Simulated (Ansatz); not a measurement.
# Σ5 (210) boundary in bcc Mo with Bi (substitutional): structure and resistance, part 2 of 2

How much does the Σ5 (210) boundary in bcc Mo with Bi (substitutional) reflect electrons?

Ansatz 0.2.0; Ansatz plane-wave DFT, PBE, PAW files; relaxation of a bicrystal slab with its lowest layers held; PAW set soft_1 (the session's first sound run).

So far. Step 2 (Relaxing the bicrystal): The largest force component on a free atom ends at 0.023 eV/Å, under the tolerance of 0.03, after 17 steps.

## (3) Transmission across the boundary

Bulk layers of each grain are laid under and over the relaxed boundary, and a lead is named in the middle of each, away from the free faces. The mesh across the current, 10×20, is finer than the density's, because channels open and close sharply across the zone. Energies from -0.1 to 0.1 eV in steps of 0.05 eV are too few for the program's thermal sum, so it prints no conductance; for a metal the transmission near the Fermi level serves, at a fraction of the cost.

This step: Ansatz plane-wave DFT, PBE, PAW files; ballistic transport by layer matching (Landauer), zero bias; boundary relaxed in a short slab, bulk layers laid on; PAW set soft_1 (Ansatz 0.2.0).

System of this step: Σ5 (210) boundary in bcc Mo with Bi (substitutional). The cell holds 61 atoms: 60 Mo and 1 Bi. Cell: a = 7.037 Å, b = 3.147 Å, c = 51.047 Å, α = 90.0°, β = 90.0°, γ = 90.0°. It derives from Mo. Regions: lower grain, 25 atoms (25 Mo); boundary, 16 atoms (15 Mo and 1 Bi); upper grain, 20 atoms (20 Mo). Vacuum lies along c.

Input file input.yaml:

```yaml
crystal:
  lattice:
    - [7.0369059252, 0.0, 0.0]
    - [0.0, 3.147, 0.0]
    - [0.0, 0.0, 51.0471630719]
  atoms:
    - { symbol: Mo, position: [-9.9000000001, -16.5, 0.0783589089] }
    - { symbol: Mo, position: [-9.6000000001, -16.0, 0.0921440156] }
    - { symbol: Mo, position: [-9.3000000001, -15.5, 0.1059291224] }
    - { symbol: Mo, position: [-9.0000000001, -15.0, 0.1197142292] }
    - { symbol: Mo, position: [-8.7000000001, -14.5, 0.1334993359] }
    - { symbol: Mo, position: [-8.4000000001, -14.0, 0.1472844427] }
    - { symbol: Mo, position: [-8.1000000001, -13.5, 0.1610695494] }
    - { symbol: Mo, position: [-7.8000000001, -13.0, 0.1748546562] }
    - { symbol: Mo, position: [-7.5000000001, -12.5, 0.1886397629] }
    - { symbol: Mo, position: [-7.2000000001, -12.0, 0.2024248697] }
    - { symbol: Mo, position: [-6.9000000001, -11.5, 0.2162099764] }
    - { symbol: Mo, position: [-6.6000000001, -11.0, 0.2299950832] }
    - { symbol: Mo, position: [-6.3000000001, -10.5, 0.2437801899] }
    - { symbol: Mo, position: [-6.0000000001, -10.0, 0.2575652967] }
    - { symbol: Mo, position: [-5.7000000001, -9.5, 0.2713504035] }
    - { symbol: Mo, position: [-5.4000000001, -9.0, 0.2851355102] }
    - { symbol: Mo, position: [-5.1000000001, -8.5, 0.298920617] }
    - { symbol: Mo, position: [-4.8, -8.0, 0.3127057237] }
    - { symbol: Mo, position: [-4.5, -7.5, 0.3264908305] }
    - { symbol: Mo, position: [-4.2, -7.0, 0.3402759372] }
    - { symbol: Mo, position: [-3.9, -6.5, 0.354061044] }
    - { symbol: Mo, position: [-3.6, -6.0, 0.3678461507] }
    - { symbol: Mo, position: [-3.3, -5.5, 0.3816312575] }
    - { symbol: Mo, position: [-3.0, -5.0, 0.3954163643] }
    - { symbol: Mo, position: [-2.7, -4.5, 0.409201471] }
    - { symbol: Mo, position: [0.6, 0.0, 0.4229865778] }
    - { symbol: Mo, position: [0.8991398904, 0.5, 0.4356742941] }
    - { symbol: Mo, position: [0.2015171807, 0.0, 0.4507827213] }
    - { symbol: Mo, position: [0.4976851114, 0.5, 0.4651440391] }
    - { symbol: Mo, position: [0.7998743067, 0.0, 0.4774487584] }
    - { symbol: Mo, position: [0.0934736075, 0.5, 0.4904735592] }
    - { symbol: Mo, position: [0.4108198571, 0.0, 0.5070001013] }
    - { symbol: Mo, position: [0.6987950137, 0.5, 0.5192220621] }
    - { symbol: Bi, position: [0.052144851, 0.0, 0.5378532542] }
    - { symbol: Mo, position: [0.6761293548, 0.0, 0.5631560042] }
    - { symbol: Mo, position: [0.3824410295, 0.5, 0.574459534] }
    - { symbol: Mo, position: [1.0727152844, 0.0, 0.5921141858] }
    - { symbol: Mo, position: [0.7775402358, 0.5, 0.604092776] }
    - { symbol: Mo, position: [0.4726081501, 0.0, 0.6168598481] }
    - { symbol: Mo, position: [1.176799374, 0.5, 0.6314943185] }
    - { symbol: Mo, position: [0.872656538, 0.0, 0.645938956] }
    - { symbol: Mo, position: [-2.427343462, -4.5, 0.6597240628] }
    - { symbol: Mo, position: [-2.727343462, -5.0, 0.6735091695] }
    - { symbol: Mo, position: [-3.027343462, -5.5, 0.6872942763] }
    - { symbol: Mo, position: [-3.327343462, -6.0, 0.701079383] }
    - { symbol: Mo, position: [-3.627343462, -6.5, 0.7148644898] }
    - { symbol: Mo, position: [-3.927343462, -7.0, 0.7286495965] }
    - { symbol: Mo, position: [-4.227343462, -7.5, 0.7424347033] }
    - { symbol: Mo, position: [-4.527343462, -8.0, 0.7562198101] }
    - { symbol: Mo, position: [-4.8273434621, -8.5, 0.7700049168] }
    - { symbol: Mo, position: [-5.1273434621, -9.0, 0.7837900236] }
    - { symbol: Mo, position: [-5.4273434621, -9.5, 0.7975751303] }
    - { symbol: Mo, position: [-5.7273434621, -10.0, 0.8113602371] }
    - { symbol: Mo, position: [-6.0273434621, -10.5, 0.8251453438] }
    - { symbol: Mo, position: [-6.3273434621, -11.0, 0.8389304506] }
    - { symbol: Mo, position: [-6.6273434621, -11.5, 0.8527155573] }
    - { symbol: Mo, position: [-6.9273434621, -12.0, 0.8665006641] }
    - { symbol: Mo, position: [-7.2273434621, -12.5, 0.8802857708] }
    - { symbol: Mo, position: [-7.5273434621, -13.0, 0.8940708776] }
    - { symbol: Mo, position: [-7.8273434621, -13.5, 0.9078559844] }
    - { symbol: Mo, position: [-8.1273434621, -14.0, 0.9216410911] }
kpoints:
  mp_grid: { grid: [4, 8, 1] }
hamiltonian:
  xc: pbe
  pseudopotentials: { kind: paw, azcp: { folder: soft_1 } }
scf:
  occupations: { method: fermi_dirac, width: 0.1 }
output:
  transmission:
    leads: [[13, 14], [49, 50]]
    kmesh: [10, 20]
    e_range: [-0.1, 0.1]
    de: 0.05
  write_potential: true
  write_density: true
  volumetric_format: npy
  elf: true
```

Launch:

```console
> ansatz run input.yaml --threads 4 --pin off --max-ram 15360MiB --backend cpu --events-out ev --progress --plain --runs-dir out
```

Numbers of over 12 decimals in the logs are rounded to 6 here.

Output:

```text
[...]
Crystal: 61 atoms, lattice volume = 1130.447 Å³
Basis set: ecut = 420 eV, 22099 PW (Γ)
Bands: 513, of which v1, the nominal top of the filled ones, is band 428 counted from 1 (427 counted from 0)
Symmetry: 2 space group operations
[...]
k-points: 15 of 32 (time reversal used)
[...]
SCF iter   1: F=—  HF=-309793.685050 eV  |F-HF|=—  |Δ(HF+E_count)|=         —  Δρ=9.83e-2  dr2=6.86e2  ethr=3.10e-3  ⟨swp⟩=6.1  Hψ=27013  notcnv=0
[...]
SCF iter  14: F=-309750.760160 eV  HF=-309750.760160 eV  |F-HF|=2.33e-10  |Δ(HF+E_count)|=  8.15e-10  Δρ=1.71e-7  dr2=7.28e-10  ethr=1.00e-12  ⟨swp⟩=1.0  Hψ=18453  notcnv=0
SCF 1 converged in 14 iterations: F = -309750.760160 eV  dr2 = 7.28e-10
[...]
transmission: 495 of 4950 steps passed
transmission: 991 of 4950 steps passed
[...]
transmission: 4950 of 4950 steps passed
WARN: The input density's exchange-correlation potential varies sharply where the density is thin. Do not read a vacuum level from v_tot or v_xc, or from such a field of the output density. On a cell that repeats whose density bears no net charge and no dipole along the vacuum's axis use v_es (v_loc + v_h of the components); under efield.dipole_correction with no amplitude use v_es + v_field, which holds any external [...]
SCF converged after 14 iterations
an eigenvalue changed by more than its tolerance at an iteration that met the thresholds in force, so the SCF went on 2 times: the last check was not made
the last check of whether an eigenvalue changes by more than its tolerance under the output density was not made (no_room)
Free energy (F): -309750.760160 eV
[...]
Internal energy: -309749.235563 eV  (E = F + TS)
E sigma→0 (E₀):  -309749.997862 eV
Entropy (-TS):   -1.524597 eV (-24.993 meV/atom)
Fermi energy:    17.242431 eV
[...]
--- Band table (eV; the first three rows and the last of 15) ---
  k-point 0: bands = [... 424 lower, 16.8924, 16.9222, 16.9881, 17.0016, 17.0429, 17.0863, 17.0893, 17.1276, ... 81 higher]
  k-point 1: bands = [... 424 lower, 16.9488, 17.0311, 17.0460, 17.0851, 17.0934, 17.1705, 17.1918, 17.2162, ... 81 higher]
  k-point 2: bands = [... 424 lower, 16.8323, 16.8431, 17.0123, 17.0859, 17.2545, 17.3885, 17.4413, 17.5005, ... 81 higher]
  k-point 14: bands = [... 424 lower, 17.6411, 17.6787, 17.7066, 17.7657, 17.7772, 17.7899, 17.8300, 17.8356, ... 81 higher]
--- Transmission ---
  basis      : 193 plane waves across, 75 finite elements along
  points     : 66, standing for a mesh of 10 x 20
  energies   : 5 from -0.100000 to 0.100000 eV about the Fermi level, 0.050000 eV apart; the leads are filled to 0.000000 eV, and channels, transmission and decay are at 0.000000 eV
  crystal 0  : Mo4, at the sites [13, 14], period 2.8148 Å, over 18.30 Å; its Hamiltonian steps by up to 7.9 meV
    offset         : up to 0.0000 Å between an atom of the period and one for which it stands
    channels       : 3.410000e0 a spin
    conductance    : none, the energies end too early or step too widely for 300 K: set another output.transmission.e_range or a lower de, or, where they end at an eighth of basis.ecutwfc, a higher one
    slowest decay  : 0.0535 /Å at (0.5000, 0.2000)
[...]
channels       : 3.390000e0 a spin
[...]
slowest decay  : 0.0539 /Å at (0.5000, 0.2000)
  junction   : crystal 0 to crystal 1, 14.20 to 38.25 Å
    transmission   : 1.281547e0 a spin
[...]
```

The job ended after 25 min (4 threads of Arm Neoverse V1, shared host; peak memory 11 GiB; 1.6 h of CPU time).

In the SCF lines HF is the Harris–Foulkes energy and dr2 the Hartree energy of the density residual, in eV; the loop may stop once dr2 is under the threshold and the program's other checks hold. Hψ counts applications of the Hamiltonian.

This step gave:

| Property | Result |
| --- | --- |
| free energy | -309750.7602 eV |
| energy at zero smearing | -309749.9979 eV |
| Fermi energy | 17.24 eV |
| cell area | 22.15 Å² |
| transmission per spin nearest the Fermi level | 1.282 |
| open channels per spin nearest the Fermi level | 3.41 |
| open channels per spin, upper lead | 3.39 |
| step of the lead's potential | 7.9 meV |
| step of the upper lead's potential | 27.3 meV |

Per spin. The transmission, zone mean by energy, zero at the Fermi level:

| energy (eV) | transmission, zone mean |
| --- | --- |
| -0.1000 | 1.31 |
| -0.0500 | 1.28 |
| 0.0000 | 1.28 |
| 0.0500 | 1.29 |
| 0.1000 | 1.28 |

Per spin. The open channels, zone mean by energy, zero at the Fermi level:

| energy (eV) | lead | upper lead |
| --- | --- | --- |
| -0.1000 | 3.47 | 3.47 |
| -0.0500 | 3.4 | 3.4 |
| 0.0000 | 3.41 | 3.39 |
| 0.0500 | 3.65 | 3.63 |
| 0.1000 | 3.68 | 3.7 |

Transmission over k1 and k2. At 0.0000 eV from the Fermi level.

Ten even steps from '_' (0.00) to '@' (3.64):
```
====++**::::::**++==
====++----==----++==
________------______
________::::::______
______..______..____
____________________
**++--__::::::__--++
%%%%##==------==##%%
@@@@@@**==--==**@@@@
@@@@@@%%==--==%%@@@@
@@@@@@**==--==**@@@@
%%%%##==------==##%%
**++--__::::::__--++
____________________
______..______..____
________::::::______
________------______
====++----==----++==
====++**::::::**++==
====****==::==****==
```
Columns: k1 (b1) from -0.5 to 0.4; rows upwards: k2 (b2) from -0.5 to 0.45.

Open channels over k1 and k2. At 0.0000 eV from the Fermi level.

Values, 20 rows by 10 columns:
```
 2.0  2.0  4.0  6.0  4.0  4.0  4.0  6.0  4.0  2.0
 2.0  2.0  4.0  3.0  3.0  4.0  3.0  3.0  4.0  2.0
 0.0  0.0  1.0  1.0  3.0  3.0  3.0  1.0  1.0  0.0
 0.0  0.0  0.0  2.0  3.0  3.0  3.0  2.0  0.0  0.0
 0.0  0.0  1.0  2.0  2.0  2.0  2.0  2.0  1.0  0.0
 0.0  1.0  2.0  2.0  2.0  2.0  2.0  2.0  2.0  1.0
 4.0  4.0  3.0  2.0  2.0  2.0  2.0  2.0  3.0  4.0
 8.0  8.0  7.0  5.0  4.0  4.0  4.0  5.0  7.0  8.0
 8.0  9.0  9.0  6.0  5.0  4.0  5.0  6.0  9.0  9.0
10.0  9.0  9.0  8.0  5.0  4.0  5.0  8.0  9.0  9.0
 8.0  9.0  9.0  6.0  5.0  4.0  5.0  6.0  9.0  9.0
 8.0  8.0  7.0  5.0  4.0  4.0  4.0  5.0  7.0  8.0
 4.0  4.0  3.0  2.0  2.0  2.0  2.0  2.0  3.0  4.0
 0.0  1.0  2.0  2.0  2.0  2.0  2.0  2.0  2.0  1.0
 0.0  0.0  1.0  2.0  2.0  2.0  2.0  2.0  1.0  0.0
 0.0  0.0  0.0  2.0  3.0  3.0  3.0  2.0  0.0  0.0
 0.0  0.0  1.0  1.0  3.0  3.0  3.0  1.0  1.0  0.0
 2.0  2.0  4.0  3.0  3.0  4.0  3.0  3.0  4.0  2.0
 2.0  2.0  4.0  6.0  4.0  4.0  4.0  6.0  4.0  2.0
 2.0  2.0  6.0  6.0  6.0  4.0  6.0  6.0  6.0  2.0
```
Columns: k1 (b1) from -0.5 to 0.4; rows upwards: k2 (b2) from -0.5 to 0.45.

Valence density in the ca plane at fractional y = 0.000, with atoms of Mo and Bi within 0.2 Å of it. It is the smooth field of the valence electrons, not physical close to the nuclei.

Ten even steps from '0' (0.1 e/Å³) to '9' (7.8 e/Å³), each cell a mean:
```
01587300000000000000002331000012100001431000
00232100000000121000000000000000000014884100
00000000000002674100000000000000000015884100
00000000000004886100000000110000000002552000
00000000000002674100000001453100000000110000
00000023200001221000000003786200000000000000
00000157620000000000000003786100000000000000
00000278730000000000000001342000001100000000
00000146520000000001000000000000036520000000
31000012100000000145310000000000158841000000
73000000000000000378620000000000158730000000
84000000000000000278620000000000013310000122
42000000000110000134300000000000000000001476
10000000013541000001000000000000000000001588
00000000027872000000000000000000000000001477
00000000026862000000001110000023200000000122
00111000013431000000013652000267510000000000
01465100000000000000016984100378720000000000
02688300000000000000015873000256410000000000
```
Columns run along c (16.0 Å, from fractional 0.37 to 0.69 of the cell), rows up along a (7.0 Å). Atoms in or near the plane, at fractional coordinates: Mo at (0.40, 0.00), Mo at (0.42, 0.60), Mo at (0.45, 0.20), Mo at (0.48, 0.80), Mo at (0.51, 0.41), Bi at (0.54, 0.05), Mo at (0.56, 0.68), Mo at (0.59, 0.07), Mo at (0.62, 0.47), Mo at (0.65, 0.87), Mo at (0.67, 0.27).

ELF in the ca plane at fractional y = 0.000, with atoms of Mo and Bi within 0.2 Å of it. It is the smooth field of the valence electrons, not physical close to the nuclei.

Ten even steps from '0' (0.12) to '9' (0.70), each cell a mean:
```
14989824555541122333343234541145413215985245
21687325545522575112234455433222245238889435
42221145555427999302224542112455555249779325
55433334456338859513334421453256545327996123
55554112224316989434435414997335545421452231
54453258721313674145445427869524555532223551
55542698961342211255556328979514432124555552
34541695882455444323456414896213135412554453
32341399962454563123313410232232189972354455
94132146313554552489830232345552496793255554
88225322124555542896970134565552498982253221
89335555432234541797981023444453258841331475
96245455312431230389740112233455212223412899
31255454248983032133102332344443233445525967
22455554279696135322234544443222125555524999
53122354169797245444554444541377523544542477
41255223128973355334542013531698952555552112
24899503323311465433430002542885962454333444
26958823553223455533441002542799931422311255
```
Columns run along c (16.0 Å, from fractional 0.37 to 0.69 of the cell), rows up along a (7.0 Å). Atoms in or near the plane, at fractional coordinates: Mo at (0.40, 0.00), Mo at (0.42, 0.60), Mo at (0.45, 0.20), Mo at (0.48, 0.80), Mo at (0.51, 0.41), Bi at (0.54, 0.05), Mo at (0.56, 0.68), Mo at (0.59, 0.07), Mo at (0.62, 0.47), Mo at (0.65, 0.87), Mo at (0.67, 0.27).

Electrostatic potential energy in the ca plane at fractional y = 0.000, with atoms of Mo and Bi within 0.2 Å of it. With pseudopotentials it is smooth inside the atoms' cores, unlike the true potential.

Ten even steps from '0' (-60 eV) to '9' (19 eV), each cell a mean:
```
96201489999999989999975446899865689985335899
98534799999997556899998778999999999972003799
99888999999984112699999999999999999962002799
99999999999973001599999998767999999984224899
99999988899984102699999986323799999998668999
99999854579997546899999984001589999999999999
99999510158999889999999984001599999999999999
99998500048999999999999996334799976689999999
88999621258999999876799999878999731248999999
36899865689999999632379999999999610027999999
03799999999999998400158999999999720037999988
03799999999999998410158999999999853468998655
25899999987678999632479999999999988899997311
68999999963236999977789999999999999999996100
99999999841014899999999889999988899999997301
99999999851015899999986567999754589999998644
98766899974247999999963335898410269999999988
97312589998789999999852223798400058999999999
85100389999999999999853224798521269998778999
```
Columns run along c (16.0 Å, from fractional 0.37 to 0.69 of the cell; values clipped at the 3rd and 97th percentile), rows up along a (7.0 Å). Atoms in or near the plane, at fractional coordinates: Mo at (0.40, 0.00), Mo at (0.42, 0.60), Mo at (0.45, 0.20), Mo at (0.48, 0.80), Mo at (0.51, 0.41), Bi at (0.54, 0.05), Mo at (0.56, 0.68), Mo at (0.59, 0.07), Mo at (0.62, 0.47), Mo at (0.65, 0.87), Mo at (0.67, 0.27).

Over the solved energies the transmission per spin lies between 1.28 and 1.31, out of 3.52 channels of the lead on average (up to 3.68). The log calls the step of a lead's potential too much.

## (4) Specific resistance

This step: Ansatz plane-wave DFT, PBE, PAW files; ballistic transport by layer matching (Landauer), zero bias; specific resistance of the boundary; PAW set soft_1 (Ansatz 0.2.0).

This step gave:

```
area resistance                      : 1.408 fΩ m²
T over the leads' mean channel count : 0.3657
```

Averaged over the energies near the Fermi level, 36.6 % of the channels pass, which makes 1.41 fΩ m².

By hand, with T and the leads' channels N averaged over the energies near the Fermi level: RA = A (h/2e²)(1/T − ½[1/N₁ + 1/N₂]) = 22.15×10⁻²⁰ m² × 12 906 Ω × (1/1.287 − ½[1/3.522 + 1/3.518]) = 1.41 fΩ m².

## (5) Summary of results

* specific resistance of the boundary: 1.41 fΩ m²
* share of channels that pass: 0.366

In words: The boundary has a specific resistance of 1.4 fΩ m². The boundary reflects 63 % of the channels; 1.4 fΩ m² is 14×10⁻¹² Ω·cm². That equals the resistance of 26 nm of bulk Mo at 300 K (measured 5.52 µΩ cm, CRC Handbook of Chemistry and Physics, 84th ed., 2003, Electrical Resistivity of Pure Metals). One Bi in 22.1 Å² of boundary is a high coverage. In the relaxation the upper grain slid sideways by about 1.9 Å, so the result belongs to the position that it found, not to the starting one. Each plane of this narrow cell holds one atom, so the solute fills a whole plane. One starting structure was relaxed; another shift or atom count at the boundary may lie lower. Spin-orbit coupling is left out, which matters for Bi. A lead's potential steps by up to 27 meV from period to period, which the log calls too much, so longer leads could move the result.

[Logs are printed without paths, hosts, clocks, repeated set-up lines and the standing remarks that a program may print on its own settings, such as how far it seeks lower states.]

[Hosts, paths, dates, database ids (printed as entryN), source tags and the programs' standing remarks are cut or masked in the printed files.]
